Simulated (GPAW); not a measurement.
The system is Ba.

```xyz
1
Lattice="-2.5065 2.5065 2.5065 2.5065 -2.5065 2.5065 2.5065 2.5065 -2.5065" Properties=species:S:1:pos:R:3 pbc="T T T"
Ba    0.0000    0.0000    0.0000
```

Base run:

```yaml
Program: GPAW 26.7.0
Functional: LDA
Potentials_or_basis: PAW data sets generated in the run's folder for this functional
Cutoff: 600 eV
Basis: pw
k_mesh: 8 × 8 × 8
Occupations: fermi-dirac, width 0.05 eV
Spin: no spin polarisation
```

Its results: pressure -1.3 GPa.

The run is repeated on the same cell with these changes: functional from LDA to PBE. What comes out?

Pressure 0.0 GPa.

PBE binds less tightly than LDA, so the same cell stands under more pressure.

Not every run made on this cell is shown here.
